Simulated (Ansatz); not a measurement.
# ZrSe2 (P-3m1) in Ansatz: further runs

One crystal, ZrSe2, is run at these levels: LDA; tasks: single point, equation of state.

Program: Ansatz 0.2.0. These are calculated values, not measurements. Logs are shortened: lines on timing, memory, paths and dates and some standing lists are left out, and cuts for length are marked.

## 1. The structure

The structure is trigonal, space group P-3m1 (No. 164). Conventional cell: a = 3.798 Å, b = 3.798 Å, c = 6.192 Å, α = 90.00°, β = 90.00°, γ = 120.00°. Zr (site symmetry -3m) is surrounded by 6 Se at 2.68 Å. Se (site symmetry 3m) is surrounded by 3 Zr at 2.68 Å.

## 2. Single point, LDA, 24.24 Å³/atom (volume scaled by 0.94)

input.yaml

```yaml
crystal:
  lattice:
    - [3.7204680409, 0.0, 0.0]
    - [-1.8602340205, 3.2220198374, 0.0]
    - [0.0, 0.0, 6.0655971852]
  atoms:
    - { symbol: Zr, position: [0.0, 0.0, 0.0] }
    - { symbol: Se, position: [0.6666666667, 0.3333333333, 0.75] }
    - { symbol: Se, position: [0.3333333333, 0.6666666667, 0.25] }
kpoints:
  mp_grid: { grid: [8, 8, 5] }
scf:
  occupations: { method: fermi_dirac, width: 0.05 }
hamiltonian:
  xc: lda
  pseudopotentials: { kind: all_electron, lapw: { basis_error: 0.002 } }
output:
  forces: true
  stress: true
  eigenvalues: true
```

Potentials or basis: all-electron LAPW, scalar-relativistic.

The run is started by

```bash
ansatz run input.yaml --threads 2 --pin off --max-ram 6144MiB --backend cpu --events-out ev --progress --plain --runs-dir out
```

What it wrote:

```text
Warning: RAYON_NUM_THREADS=2 ignored (pool sized by the plan → 2); use --threads N
LAPW: plane waves up to 7.708 Å⁻¹, error target 2.0e-3 eV per atom; small_component_spin mean_spin; Se in spheres of 1.308 Å, 24 of its electrons in bands, Dirac shells []; Zr in spheres of 1.321 Å, 30 of its electrons in bands, Dirac shells [] (how accurate: hamiltonian.pseudopotentials.lapw.basis_error, Limitations)
Engine: ansatz 0.2.0, x86_64-unknown-linux-gnu
Pseudopotentials: kind: all_electron
Pseudopotential: Zr, LAPW, valence charge 30, lapw/all_electron/scalar/gaussian/Zr, Koelling and Harmon's equation, gaussian nucleus
Pseudopotential: Se, LAPW, valence charge 24, lapw/all_electron/scalar/gaussian/Se, Koelling and Harmon's equation, gaussian nucleus
Functional definition: SPW92
  exchange = slater_x
  correlation = pw_c
Crystal: 3 atoms, lattice volume = 72.711 Å³
Basis set: ecut = 226.3489934885313 eV, 573 PW (Γ), exchange–correlation at level 2
Bands: 47, of which v1, the nominal top of the filled ones, is band 39 counted from 1 (38 counted from 0)
Symmetry: 12 space group operations
Space group: P-3m1 (ITA 164), of the structure as read, at distance tolerance 4.2e-5 Å
k-points: 40 of 320
Non-local potential: Zr, projectors of the file, none
Non-local potential: Se, projectors of the file, none
Initial density: superposition of atomic densities (chi_scale 0.1, normalization cell, long waves kept (reshape's long-wave potential 0.15 eV rms))
Initial wavefunctions: plane waves of lowest kinetic energy (no species holds an atomic orbital)
Functional: x = slater, c = lda
iter 1 solved again at ethr=1.57e-3 eV; its pass at ethr=1.00e-1 eV (dr2=1.22e0 eV) is discarded
SCF iter   1: F=—  HF=-229905.273484 eV  |F-HF|=—  |Δ(HF+E_count)|=         —  Δρ=3.34e-2  dr2=1.22e0  ethr=1.57e-3  ⟨swp⟩=2.0  Hψ=11844  notcnv=0
preconditioner: auto → Resta (q_TF=auto, 2.760 Å⁻¹)  ε∞=3.9  [insulator: Δε(μ)=0.784 eV  Ē_g=10.247 eV  σ=0.050 eV  W_gap=1.00  n_scr=22 (ndim 8)  ℏωp=17.4 eV  f_vac=0.139  D(μ)=0.00/eV (n_scr^D=0)  ε∞_Penn≈3.9]
SCF iter   2: F=—  HF=-229904.886268 eV  |F-HF|=—  |Δ(HF+E_count)|=   3.87e-1  Δρ=1.52e-2  dr2=3.44e-1  ethr=1.57e-3  ⟨swp⟩=2.1  Hψ=5923  notcnv=0
SCF iter   3: F=—  HF=-229904.823996 eV  |F-HF|=—  |Δ(HF+E_count)|=   6.23e-2  Δρ=8.90e-3  dr2=9.06e-2  ethr=4.41e-4  ⟨swp⟩=2.3  Hψ=5910  notcnv=0
iter 4 solved again at ethr=6.59e-6 eV; its pass at ethr=1.16e-4 eV (dr2=5.14e-3 eV) is discarded
SCF iter   4: F=—  HF=-229904.803345 eV  |F-HF|=—  |Δ(HF+E_count)|=         —  Δρ=2.03e-3  dr2=5.14e-3  ethr=6.59e-6  ⟨swp⟩=2.0  Hψ=9517  notcnv=0
the basis was enlarged: its passes take 122.2 KiB over the memory plan, 2 of 2 planned eigensolver slots
SCF iter   5: F=—  HF=-229904.803541 eV  |F-HF|=—  |Δ(HF+E_count)|=   1.96e-4  Δρ=5.46e-4  dr2=3.52e-4  ethr=6.59e-6  ⟨swp⟩=2.0  Hψ=5608  notcnv=0
SCF iter   6: F=—  HF=-229904.803345 eV  |F-HF|=—  |Δ(HF+E_count)|=   1.96e-4  Δρ=2.49e-4  dr2=4.96e-5  ethr=4.51e-7  ⟨swp⟩=2.0  Hψ=5608  notcnv=0
SCF iter   7: F=—  HF=-229904.803346 eV  |F-HF|=—  |Δ(HF+E_count)|=   5.99e-7  Δρ=8.01e-5  dr2=6.88e-6  ethr=6.36e-8  ⟨swp⟩=2.0  Hψ=5608  notcnv=0
SCF iter   8: F=—  HF=-229904.803348 eV  |F-HF|=—  |Δ(HF+E_count)|=   2.68e-6  Δρ=1.73e-5  dr2=3.13e-7  ethr=8.82e-9  ⟨swp⟩=3.0  Hψ=5658  notcnv=0
SCF iter   9: F=-229904.803349 eV  HF=-229904.803349 eV  |F-HF|=2.97e-8  |Δ(HF+E_count)|=   1.66e-7  Δρ=5.81e-6  dr2=4.13e-8  ethr=4.01e-10  ⟨swp⟩=2.9  Hψ=5660  notcnv=0
SCF 1 converged in 9 iterations: F = -229904.803349 eV  dr2 = 4.13e-8
SCF converged after 9 iterations
Free energy (F): -229904.803349 eV
Harris-Foulkes:  -229904.803349 eV  (|F-HF|=2.97e-8)
Internal energy: -229904.802038 eV  (E = F + TS)
E sigma→0 (E₀):  -229904.802693 eV
Entropy (-TS):   -0.001310 eV (-0.437 meV/atom)
Fermi energy:    10.421914 eV
--- Per-component energies (eV) ---
  E_band       = -7425.538838
  E_kinetic    = 236178.248865
  E_xc         = -7622.100394
  E_electrostatic = -458460.950510  (all electrons and nuclei)
  E_smearing   = -0.001310  (= −TS)
  E_closure    = 0.000000  (closes the sum)
  E_atoms      = -229884.387838  (free atoms, spherical and without spin; not in F)
  Σ components = -229904.803349   (vs F -229904.803349, Δ=0.00e0)
  Basis errors (estimates in eV, not in F): energy 7.9e-4 per atom: plane waves 7.3e-4 (4.2e-4 summed), levels above the bands 5.1e-75, relativity 5.3e-9, radial functions 6.3e-5, core shells 1.0e-10; eigenvalues (radial functions only) 2.8e-6; not estimated: angular momenta, meshes, grids; target (lapw.basis_error) 2.0e-3; muffin-tin radii Se 1.308 Å, Zr 1.321 Å
--- Forces (eV/Å), atoms counted from 1 ---
  atom   1  Zr     0.00000000    -0.00000000     0.00000000
  atom   2  Se    -0.00000000    -0.00000000    -0.62617981
  atom   3  Se     0.00000000     0.00000000     0.62617981
  max |Σ_I F_I| component: 4.63e-18 eV/Å
--- Stress (GPa, compression-positive) ---
        1.533536       0.000000       0.000000
        0.000000       1.533536       0.000000
        0.000000       0.000000       3.024204
  P = ⅓ Tr σ = 2.0304 GPa (20.304 kbar)
--- Band table (eV; the first three rows and the last of 40) ---
  k-point 0: bands = ["-387.7200", "-301.3149", "-301.3149", "-301.3103", "-196.0287", "-196.0287", "-159.1391", "-159.1391", "-159.1368", "-159.1167", "-159.1167", "-136.0693", "-136.0693", "-136.0654", "-136.0654", "-136.0654", "-136.0654", "-38.8605", "-36.8373", "-36.8373", "-36.8371", "-36.8371", "-36.8300", "-36.8297", "-36.8272", "-36.8272", "-36.8270", "-36.8270", "-17.0191", "-16.8788", "-16.8788", "-3.2860", "-1.8389", "5.2393", "7.3629", "7.3629", "10.2722", "10.2722", "10.2957", "11.2708", "11.2708", "11.8281", "14.8636", "14.8636", "15.1509", "15.2990", "19.3237"]
  k-point 1: bands = ["-387.7200", "-301.3149", "-301.3149", "-301.3103", "-196.0287", "-196.0287", "-159.1391", "-159.1391", "-159.1368", "-159.1167", "-159.1167", "-136.0693", "-136.0693", "-136.0654", "-136.0654", "-136.0654", "-136.0654", "-38.8605", "-36.8374", "-36.8374", "-36.8370", "-36.8370", "-36.8300", "-36.8297", "-36.8272", "-36.8272", "-36.8269", "-36.8269", "-17.0193", "-16.8788", "-16.8788", "-3.2046", "-1.9710", "5.5519", "7.3800", "7.3800", "9.4744", "10.2056", "10.2056", "11.2594", "11.2594", "12.1293", "15.0198", "15.0198", "15.4060", "15.8044", "19.4327"]
  k-point 2: bands = ["-387.7200", "-301.3149", "-301.3149", "-301.3103", "-196.0287", "-196.0287", "-159.1391", "-159.1391", "-159.1368", "-159.1167", "-159.1167", "-136.0693", "-136.0693", "-136.0654", "-136.0654", "-136.0654", "-136.0654", "-38.8605", "-36.8375", "-36.8375", "-36.8370", "-36.8370", "-36.8299", "-36.8298", "-36.8273", "-36.8273", "-36.8269", "-36.8269", "-17.0196", "-16.8788", "-16.8788", "-3.0252", "-2.2287", "6.2897", "7.4085", "7.4085", "8.2526", "10.1019", "10.1019", "11.2402", "11.2402", "12.3105", "15.2899", "15.2899", "15.7359", "16.9725", "19.1907"]
  k-point 39: bands = ["-387.7200", "-301.3149", "-301.3149", "-301.3103", "-196.0287", "-196.0287", "-159.1391", "-159.1391", "-159.1368", "-159.1167", "-159.1167", "-136.0693", "-136.0693", "-136.0654", "-136.0654", "-136.0654", "-136.0654", "-38.8469", "-36.8374", "-36.8373", "-36.8371", "-36.8312", "-36.8294", "-36.8293", "-36.8268", "-36.8267", "-36.8266", "-36.8265", "-17.0793", "-17.0105", "-16.9503", "-2.0459", "-1.8537", "5.9633", "6.3328", "7.0753", "7.7005", "8.0573", "8.4478", "11.7581", "12.6265", "12.7485", "14.8643", "15.8172", "17.1293", "18.0855", "18.5901"]
```

Run time: 16 s. Hardware: 2 threads of Intel Xeon Platinum 8375C at 2.90GHz (Ice Lake), shared host; peak memory 0.44 GiB.

What came out:

```yaml
Free_energy: -229904.8033 eV
Pressure: 2.0 GPa
Largest_force: 0.626 eV/Å
Band_gap_on_the_k_mesh: 0.26 eV, indirect (least direct gap 0.98 eV)
```

Caveat: an odd mesh through Γ misses points on the zone boundary, where band edges often lie.

## 3. Single point, LDA, 24.75 Å³/atom (volume scaled by 0.96)

input.yaml, as its differences from that of step 2:

```diff
@@ -2,5 +2,5 @@
   lattice:
-    - [3.7204680409, 0.0, 0.0]
-    - [-1.8602340205, 3.2220198374, 0.0]
-    - [0.0, 0.0, 6.0655971852]
+    - [3.7466693833, 0.0, 0.0]
+    - [-1.8733346917, 3.2447108656, 0.0]
+    - [0.0, 0.0, 6.1083140657]
   atoms:
```

Potentials or basis: all-electron LAPW, scalar-relativistic.

The run is started by

```bash
ansatz run input.yaml --threads 2 --pin off --max-ram 6144MiB --backend cpu --events-out ev --progress --plain --runs-dir out
```

Run time: 15 s. Hardware: 2 threads of Intel Xeon Platinum 8375C at 2.90GHz (Ice Lake), shared host; peak memory 0.45 GiB.

It converged, with:

- Free energy: -229904.8135 eV
- Pressure: 0.1 GPa
- Largest force: 0.373 eV/Å
- Band gap on the k mesh: 0.29 eV, indirect (least direct gap 0.98 eV)

Caveat: an odd mesh through Γ misses points on the zone boundary, where band edges often lie.

## 4. Single point, LDA, 25.27 Å³/atom (volume scaled by 0.98)

input.yaml, as its differences from that of step 3:

```diff
@@ -2,5 +2,5 @@
   lattice:
-    - [3.7466693833, 0.0, 0.0]
-    - [-1.8733346917, 3.2447108656, 0.0]
-    - [0.0, 0.0, 6.1083140657]
+    - [3.7725092991, 0.0, 0.0]
+    - [-1.8862546495, 3.267088889, 0.0]
+    - [0.0, 0.0, 6.1504417008]
   atoms:
```

The run is started by

```bash
ansatz run input.yaml --threads 2 --pin off --max-ram 6144MiB --backend cpu --events-out ev --progress --plain --runs-dir out
```

Run time: 16 s. Hardware: 2 threads of Intel Xeon Platinum 8375C at 2.90GHz (Ice Lake), shared host; peak memory 0.44 GiB.

Results (log left out):

```
Free energy            : -229904.8061 eV
Pressure               : -1.6 GPa
Largest force          : 0.138 eV/Å
Band gap on the k mesh : 0.31 eV, indirect (least direct gap 0.98 eV)
```

Caveat: an odd mesh through Γ misses points on the zone boundary, where band edges often lie.

## 5. Single point, LDA, 25.78 Å³/atom

input.yaml, as its differences from that of step 4:

```diff
@@ -2,5 +2,5 @@
   lattice:
-    - [3.7725092991, 0.0, 0.0]
-    - [-1.8862546495, 3.267088889, 0.0]
-    - [0.0, 0.0, 6.1504417008]
+    - [3.798, 0.0, 0.0]
+    - [-1.899, 3.2891644836, 0.0]
+    - [0.0, 0.0, 6.192]
   atoms:
```

The run is started by

```bash
ansatz run input.yaml --threads 2 --pin off --max-ram 6144MiB --backend cpu --events-out ev --progress --plain --runs-dir out
```

It took 16 s on 2 threads of Intel Xeon Platinum 8375C at 2.90GHz (Ice Lake), shared host; peak memory 0.44 GiB.

The run converged. Its results:

```yaml
Free_energy: -229904.7830 eV
Pressure: -3.1 GPa
Largest_force: 0.081 eV/Å
Band_gap_on_the_k_mesh: 0.33 eV, indirect (least direct gap 0.98 eV)
```

Caveat: an odd mesh through Γ misses points on the zone boundary, where band edges often lie.

## 6. Single point, LDA, 26.30 Å³/atom (volume scaled by 1.02)

input.yaml, as its differences from that of step 5:

```diff
@@ -2,5 +2,5 @@
   lattice:
-    - [3.798, 0.0, 0.0]
-    - [-1.899, 3.2891644836, 0.0]
-    - [0.0, 0.0, 6.192]
+    - [3.8231530509, 0.0, 0.0]
+    - [-1.9115765255, 3.3109476647, 0.0]
+    - [0.0, 0.0, 6.2330078176]
   atoms:
```

Potentials or basis: all-electron LAPW, scalar-relativistic.

The run is started by

```bash
ansatz run input.yaml --threads 2 --pin off --max-ram 6144MiB --backend cpu --events-out ev --progress --plain --runs-dir out
```

Wall time 17 s (2 threads of Intel Xeon Platinum 8375C at 2.90GHz (Ice Lake), shared host); peak memory 0.43 GiB.

The run converged. Its results:

```
Free energy            : -229904.7457 eV
Pressure               : -4.5 GPa
Largest force          : 0.283 eV/Å
Band gap on the k mesh : 0.35 eV, indirect (least direct gap 0.98 eV)
```

Caveat: an odd mesh through Γ misses points on the zone boundary, where band edges often lie.

## 7. Single point, LDA, 26.82 Å³/atom (volume scaled by 1.04)

input.yaml, as its differences from that of step 6:

```diff
@@ -2,5 +2,5 @@
   lattice:
-    - [3.8231530509, 0.0, 0.0]
-    - [-1.9115765255, 3.3109476647, 0.0]
-    - [0.0, 0.0, 6.2330078176]
+    - [3.8479794157, 0.0, 0.0]
+    - [-1.9239897079, 3.3324479273, 0.0]
+    - [0.0, 0.0, 6.2734830285]
   atoms:
```

The run is started by

```bash
ansatz run input.yaml --threads 2 --pin off --max-ram 6144MiB --backend cpu --events-out ev --progress --plain --runs-dir out
```

Wall time 16 s (2 threads of Intel Xeon Platinum 8375C at 2.90GHz (Ice Lake), shared host); peak memory 0.44 GiB.

It converged, with:

| Property | Result |
| --- | --- |
| Free energy | -229904.6956 eV |
| Pressure | -5.8 GPa |
| Largest force | 0.472 eV/Å |
| Band gap on the k mesh | 0.37 eV, indirect (least direct gap 0.98 eV) |

Caveat: an odd mesh through Γ misses points on the zone boundary, where band edges often lie.

## 8. Single point, LDA, 27.33 Å³/atom (volume scaled by 1.06)

input.yaml, as its differences from that of step 7:

```diff
@@ -2,5 +2,5 @@
   lattice:
-    - [3.8479794157, 0.0, 0.0]
-    - [-1.9239897079, 3.3324479273, 0.0]
-    - [0.0, 0.0, 6.2734830285]
+    - [3.8724894996, 0.0, 0.0]
+    - [-1.9362447498, 3.3536742825, 0.0]
+    - [0.0, 0.0, 6.3134425964]
   atoms:
```

The run is started by

```bash
ansatz run input.yaml --threads 2 --pin off --max-ram 6144MiB --backend cpu --events-out ev --progress --plain --runs-dir out
```

Run time: 15 s. Hardware: 2 threads of Intel Xeon Platinum 8375C at 2.90GHz (Ice Lake), shared host; peak memory 0.44 GiB.

It converged, with:

| Item | Value |
| --- | --- |
| Free energy | -229904.6342 eV |
| Pressure | -6.9 GPa |
| Largest force | 0.647 eV/Å |
| Band gap on the k mesh | 0.39 eV, indirect (least direct gap 0.98 eV) |

Caveat: an odd mesh through Γ misses points on the zone boundary, where band edges often lie.

## 9. Equation of state, LDA

Potentials or basis: all-electron LAPW, scalar-relativistic.

This step only gathers the single runs of the series.

What came out:

```
Equilibrium volume                        : 24.78 Å³/atom
Bulk modulus at fixed shape and positions : 87 GPa
Pressure derivative of the bulk modulus   : 4.1
```

Energy against volume, from the lowest point:
```tsv
volume (Å³/atom)	energy (meV/atom)
24.237	3.38
24.753	0.00
25.268	2.46
25.784	10.17
26.300	22.60
26.815	39.28
27.331	59.77
```

Caveat: the cell was scaled at fixed shape and fractional positions, which overstates the stiffness of a crystal with free parameters, most of all of layers and chains.
